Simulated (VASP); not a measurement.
# TiTe2 (P-3m1) in VASP: notebook

Runs on TiTe2. Level: HSE06. Tasks: single point.

Program: VASP 6.6.1. These are calculated values, not measurements. Logs are shortened: lines on timing, memory, paths and dates and some standing lists are left out, and cuts for length are marked.

### 1 The crystal as given

It takes space group P-3m1 (No. 164, trigonal). Conventional cell: a = 3.777 Å, b = 3.777 Å, c = 6.498 Å, α = 90.00°, β = 90.00°, γ = 120.00°. Te (site symmetry 3m) is surrounded by 3 Ti at 2.77 Å. Ti (site symmetry -3m) is surrounded by 6 Te at 2.77 Å.

### 2 Single point, HSE06

File POSCAR:

```
TiTe2
1.0
    3.7770000000      0.0000000000      0.0000000000
   -1.8885000000      3.2709779501      0.0000000000
    0.0000000000      0.0000000000      6.4980000000
Te Ti
2 1
Direct
    0.3333333333      0.6666666667      0.7372000000
    0.6666666667      0.3333333333      0.2628000000
    0.0000000000      0.0000000000      0.0000000000
```

File INCAR.step1:

```
PREC = Accurate ; ENCUT = 350
EDIFF = 1E-5 ; ISMEAR = 0
SIGMA = 0.01 ; LREAL = F
LASPH = T ; NELM = 100
ALGO = Normal ; ISIF = 2
LWAVE = T ; LCHARG = F
NKRED = 1 ; NBANDS = 20
GGA = PE
```

File INCAR.step2:

```
PREC = Accurate ; ENCUT = 350
EDIFF = 1E-6 ; ISMEAR = 0
SIGMA = 0.01 ; LREAL = F
LASPH = T ; NELM = 100
ALGO = Normal ; ISIF = 2
LWAVE = F ; LCHARG = F
GGA = PE ; LHFCALC = T
HFSCREEN = 0.2 ; PRECFOCK = Normal
NKRED = 1 ; NBANDS = 20
ISTART = 1
```

File KPOINTS:

```
regular mesh
0
Gamma
  6 6 3
```

Potentials or basis: VASP PAW PBE potentials, release 64 (Te, Ti_sv).

On the command line:

```sh
$ cat potpaw_PBE.64/Te/POTCAR potpaw_PBE.64/Ti_sv/POTCAR > POTCAR
$ cp INCAR.step1 INCAR
$ mpirun -np 1 vasp_std > vasp.out
$ cp INCAR.step2 INCAR
$ mpirun -np 1 vasp_std > vasp.out
```

OUTCAR:

```text
PREC = Accurate
   ENCUT = 350
   EDIFF = 1E-6
   ISMEAR = 0
   LREAL = F
   LASPH = T
   NELM = 100
   ISIF = 2
   GGA = PE
   LHFCALC = T
   HFSCREEN = 0.2
   PRECFOCK = Normal
   NKRED = 1
   ISTART = 1

 Found     17 irreducible k-points:

 Following reciprocal coordinates:
            Coordinates               Weight
  0.000000  0.000000  0.000000      1.000000
  0.166667  0.000000  0.000000      6.000000
  0.333333  0.000000  0.000000      6.000000
  0.500000  0.000000  0.000000      3.000000
  0.166667  0.166667  0.000000      6.000000
  0.333333  0.166667  0.000000     12.000000
   k-points           NKPTS =     17   k-points in BZ     NKDIM =    108   number of bands    NBANDS=     20
   number of dos      NEDOS =    301   number of ions     NIONS =      3
   total plane-waves  NPLWV =  23040
   dimension x,y,z NGX =    24 NGY =   24 NGZ =   40
   dimension x,y,z NGXF=    48 NGYF=   48 NGZF=   80
   ions per type =               2   1
   NGX,Y,Z   is equivalent  to a cutoff of  10.56, 10.56, 10.23 a.u.
   NGXF,Y,Z  is equivalent  to a cutoff of  21.13, 21.13, 20.47 a.u.
 SYSTEM =  unknown system
   PREC   = accura    normal or accurate (medium, high low for compatibility)
   ISTART =      1    job   : 0-new  1-cont  2-samecut
   ICHARG =      0    charge: 1-file 2-atom 10-const
   ISPIN  =      1    spin polarized calculation?
   LNONCOLLINEAR =      F non collinear calculations
   LSORBIT =      F    spin-orbit coupling
   LASPH  =      T    aspherical Exc in radial PAW
   ENCUT  =  350.0 eV  25.72 Ry    5.07 a.u.   5.76  5.76  9.91*2*pi/ulx,y,z
   NELM   =    100;   NELMIN=  2; NELMDL=  0     # of ELM steps
   EDIFF  = 0.1E-05   stopping-criterion for ELM
   LREAL  =      F    real-space projection
   EDIFFG = 0.1E-04   stopping-criterion for IOM
   NSW    =      0    number of steps for IOM
   IBRION =     -1    ionic relax: 0-MD 1-quasi-New 2-CG
   NFREE  =      0    steps in history (QN), initial steepest desc. (CG)
   ISIF   =      2    stress and relaxation
   ISYM   =      3    0-nonsym 1-usesym 2-fastsym
   POTIM  = 0.5000    time-step for ionic-motion
   TEBEG  =    0.0;   TEEND  =   0.0 temperature during run
   PSTRESS=    0.0 pullay stress
   NELECT =      24.0000    total number of electrons
   NUPDOWN=      -1.0000    fix difference up-down
   EMIN   =  10.00;   EMAX   =-10.00  energy-range for DOS
   EFERMI =   0.00;   METHOD = LEGACY
   ISMEAR =     0;   SIGMA  =   0.01  broadening in eV -4-tet -1-fermi 0-gaus
   EFERMI_NEDOS =   21; number of points for ismear=-14 and -15
   IALGO  =     38    algorithm
   IMIX   =      1    mixing-type and parameters
     AMIX     =   0.40;   BMIX     =  1.00
     AMIX_MAG =   1.60;   BMIX_MAG =  1.00
  volume/ion in A,a.u.               =      26.76       180.58
  Fermi-wavevector in a.u.,A,eV,Ry     =   1.094655  2.068597 16.303438  1.198269
  Thomas-Fermi vector in A             =   2.230964
   LORBIT       =      0    0 simple, 1 ext, 2 COOP (PROOUT), +10 PAW based schemes
   GGA     = PE    functional components
   LHFCALC =     T    Hartree Fock is set to
   PRECFOCK=normal    Normal, Fast or Accurate (Low or Medium for compatibility)
   ENCUT4O =  -1.0   cutoff for four orbital integrals eV
   NKREDX  =     1    reduce k-point grid by
   NKREDY  =     1    reduce k-point grid by
   NKREDZ  =     1    reduce k-point grid by
   AEXX    =    0.2500 exact exchange contribution
   HFSCREEN=    0.2000 screening length (either q_TF or 0.3 A-1)
   HFSCREENC=   0.2000 screening length for correlation (either q_TF or 0.3 A-1)
   ENCUTFOCK=  -1.0 apply spherical cutoff to Coloumb kernel
   IVDW    =     0    specifies the selected vdW correction
   LEPSILON=     F    determine dielectric tensor
   LRPA    =     F    only Hartree local field effects (RPA)
 non-spin polarized calculation
 Gauss-broadening in eV      SIGMA  =   0.01
  energy-cutoff  :      350.00
  volume of cell :       80.28
 maximum number of plane-waves:      1204
 NGX is ok and might be reduce to    24
  NGX = 18; NGY = 18; NGZ = 30

 number of electron      24.0000003 magnetization

 Free energy of the ion-electron system (eV)
  ---------------------------------------------------
  ext. energy  EPLUGINS =         0.00000000
  ---------------------------------------------------
  free energy    TOTEN  =       -19.91201229 eV

  energy without entropy =      -19.91181598  energy(sigma->0) =      -19.91191414

 E-fermi :   6.9113     XC(G=0):  -8.1797

 val. band max:        6.8193273540   @ k =   0.5000   0.0000   0.3333
 cond. band min:       6.9181245352   @ k =   0.3333   0.0000   0.3333
 fundamental gap:      0.0987971811
 Fermi energy:         6.9112838317

 k-point     1 :       0.0000    0.0000    0.0000
  band No.  band energies     occupation
      1     -55.9669      2.00000
      2     -30.5823      2.00000
      3     -30.5823      2.00000
      4     -30.5572      2.00000
      5      -7.1622      2.00000
      6      -5.4559      2.00000
[... 12 lines left out ...]
     19      13.0739      0.00000
     20      15.0130      0.00000

 k-point     2 :       0.1667    0.0000    0.0000
  band No.  band energies     occupation
      1     -55.9666      2.00000
      2     -30.5963      2.00000
      3     -30.5859      2.00000
      4     -30.5551      2.00000
      5      -6.8247      2.00000
      6      -5.2902      2.00000
[... 12 lines left out ...]
     19      14.1968      0.00000
     20      14.8070      0.00000

 k-point     3 :       0.3333    0.0000    0.0000
  band No.  band energies     occupation
      1     -55.9645      2.00000
      2     -30.6237      2.00000
      3     -30.5926      2.00000
      4     -30.5506      2.00000
      5      -5.9458      2.00000
      6      -4.9592      2.00000
[... 12 lines left out ...]
     19      13.0807      0.00000
     20      13.6206      0.00000

 k-point     4 :       0.5000    0.0000    0.0000
  band No.  band energies     occupation
      1     -55.9635      2.00000
      2     -30.6375      2.00000
      3     -30.5959      2.00000
      4     -30.5483      2.00000
      5      -5.1640      2.00000
      6      -4.9725      2.00000
[... 12 lines left out ...]
     19      12.9814      0.00000
     20      13.3973      0.00000

 k-point     5 :       0.1667    0.1667    0.0000
  band No.  band energies     occupation
      1     -55.9650      2.00000
      2     -30.6143      2.00000
      3     -30.5935      2.00000
      4     -30.5518      2.00000
      5      -6.2118      2.00000
      6      -5.0312      2.00000
[... 12 lines left out ...]
     19      14.3230      0.00000
     20      14.6997      0.00000

 k-point     6 :       0.3333    0.1667    0.0000
  band No.  band energies     occupation
      1     -55.9632      2.00000
      2     -30.6305      2.00000
      3     -30.6030      2.00000
      4     -30.5484      2.00000
      5      -5.3169      2.00000
      6      -4.8327      2.00000
[... 12 lines left out ...]
     19      14.3042      0.00000
     20      14.4862      0.00000

 [... further k-points ...]
[... 5 lines left out ...]
  --------------------------------------------------------------------------------------
  -------------------------------------------------------------------------------------
  Total       -0.3417238     -0.3417238     -0.2517041      0.0000000      0.0000000      0.0000000
  in kB       -6.8199539     -6.8199539     -5.0233856      0.0000000      0.0000000      0.0000000
  external PRESSURE =      -6.2210978 kB  Pullay stress =       0.0000000 kB

 VOLUME and BASIS-vectors are now :
 -----------------------------------------------------------------------------
  energy-cutoff  :      350.00
  volume of cell :       80.28
      direct lattice vectors                 reciprocal lattice vectors
     3.777000000  0.000000000  0.000000000     0.264760392  0.152859484  0.000000000
    -1.888500000  3.270977950  0.000000000     0.000000000  0.305718967  0.000000000
     0.000000000  0.000000000  6.498000000     0.000000000  0.000000000  0.153893506

 POSITION                                       TOTAL-FORCE (eV/Angst)
 -----------------------------------------------------------------------------------
     -0.00000      2.18065      4.79033         0.000000     -0.000000      0.322864
      1.88850      1.09033      1.70767        -0.000000      0.000000     -0.322864
      0.00000      0.00000      0.00000        -0.000000      0.000000     -0.000000
 -----------------------------------------------------------------------------------
    total drift:                               -0.000000     -0.000000     -0.000003

  FREE ENERGIE OF THE ION-ELECTRON SYSTEM (eV)
  ---------------------------------------------------
  free  energy   TOTEN  =       -19.9120122864 eV

  energy  without entropy=      -19.9118159849  energy(sigma->0) =      -19.91191414
```

It took 24 min on 1 thread of AMD EPYC 9R45 (Zen 5), shared host; peak memory 0.25 GiB.

The run converged, but some of its settings lie outside the range that counts as converged, so its numbers aren't taken as properties of the crystal.

Results:

```
Free energy            : -19.9120 eV
Pressure               : -0.6 GPa
Largest force          : 0.323 eV/Å
Band gap on the k mesh : none (metal or under the smearing width)
```

Caveat: the PAW data sets were made with another functional, which shifts forces and pressure a little; this functional lacks dispersion, which binds the layers, so the pressure and a relaxed spacing across them are unreliable.

### 3 Single point, HSE06

POSCAR is that of step 2.

Changes to INCAR.step1 since step 2:

```diff
@@ -1,2 +1,2 @@
-PREC = Accurate ; ENCUT = 350
+PREC = Accurate ; ENCUT = 400
 EDIFF = 1E-5 ; ISMEAR = 0
```

File INCAR.step2:

```
PREC = Accurate ; ENCUT = 400
EDIFF = 1E-6 ; ISMEAR = 0
SIGMA = 0.01 ; LREAL = F
LASPH = T ; NELM = 100
ALGO = Normal ; ISIF = 2
LWAVE = F ; LCHARG = F
GGA = PE ; LHFCALC = T
HFSCREEN = 0.2 ; PRECFOCK = Fast
NKRED = 1 ; NBANDS = 20
ISTART = 1
```

File KPOINTS:

```
regular mesh
0
Gamma
  3 3 2
```

Potentials or basis: VASP PAW PBE potentials, release 64 (Te, Ti_sv).

On the command line:

```sh
$ cat potpaw_PBE.64/Te/POTCAR potpaw_PBE.64/Ti_sv/POTCAR > POTCAR
$ cp INCAR.step1 INCAR
$ mpirun -np 1 vasp_std > vasp.out
$ cp INCAR.step2 INCAR
$ mpirun -np 1 vasp_std > vasp.out
```

Run time: 70 s. Hardware: 1 thread of AMD EPYC 9R45 (Zen 5), shared host; peak memory 0.24 GiB.

These settings aren't checked as converged: the numbers below hold their error.

Results:

```
Free energy            : -19.5891 eV
Pressure               : -1.3 GPa
Largest force          : 0.401 eV/Å
Band gap on the k mesh : none (metal or under the smearing width)
```

Caveat: the k mesh is coarse (spacing up to 0.64 Å⁻¹), so the values aren't converged, least of all with exact exchange; the PAW data sets were made with another functional, which shifts forces and pressure a little; this functional lacks dispersion, which binds the layers, so the pressure and a relaxed spacing across them are unreliable.

### 4 For comparison

An earlier run on the cell as given: functional PBE; potentials or basis VASP PAW PBE potentials, release 64 (Te, Ti_sv); cutoff 520 eV; k mesh 8 × 8 × 4; occupations fermi-dirac, width 0.05 eV; no spin polarisation.

* Pressure: 0.9 GPa
* Largest force: 0.022 eV/Å
* Band gap on the k mesh: none (metal or under the smearing width)
